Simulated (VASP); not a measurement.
# InP: single point with PBEsol

**Measured values to compare with.**

A printed reference work, data compilation reports, for a bulk crystal of InP at 1.6 K: band gap 1.4236 eV (direct).

InP:

```
CELL_PARAMETERS angstrom
0.00000 2.93050 2.93050
2.93050 0.00000 2.93050
2.93050 2.93050 0.00000
ATOMIC_POSITIONS crystal
In 0.00000 0.00000 0.00000
P 0.75000 0.75000 0.75000
```

```json
{
  "Program": "VASP 6.6.1",
  "Task": "single point",
  "Functional": "PBEsol",
  "Potentials or basis": "VASP PAW PBE potentials, release 64 (In_d, P)",
  "Cutoff": "520 eV",
  "k mesh": "8 × 8 × 8",
  "Occupations": "gaussian, width 0.05 eV",
  "Spin": "no spin polarisation"
}
```

```
Pressure               : 0.6 GPa
Band gap on the k mesh : 0.61 eV, direct
```

Levels at points of the mesh, in eV from the valence-band top:
| k point | band 6 | band 7 | band 8 | band 9 | band 10 | band 11 | band 12 | band 13 |
| --- | --- | --- | --- | --- | --- | --- | --- | --- |
| (0.00, 0.00, 0.00) | -11.55 | 0.00 | 0.00 | 0.00 | 0.61 | 4.02 | 4.02 | 4.02 |
| (0.50, 0.00, 0.00) | -9.80 | -5.80 | -0.99 | -0.99 | 1.40 | 4.74 | 4.74 | 6.95 |
| (0.50, 0.50, 0.00) | -9.13 | -5.82 | -2.35 | -2.35 | 1.63 | 2.16 | 9.09 | 9.53 |

Wall time 23 s on 1 thread of Intel(R) Xeon(R) Platinum 8375C CPU @ 2.90GHz (Ice Lake) (shared host), peak memory 0.18 GiB.

A measured gap of InP is 1.4236 eV (direct; 1.6 K; a printed reference work, data compilation); the calculated 0.61 eV misses it by -0.81 eV. Spin-orbit coupling on In is left out. The value is that of PBEsol, without temperature or zero-point motion. Semilocal functionals fall short of measured gaps as a rule.

Caveat: the PAW data sets were made with another functional, which shifts forces and pressure a little; spin-orbit coupling is left out, which moves the levels of the heavy elements.
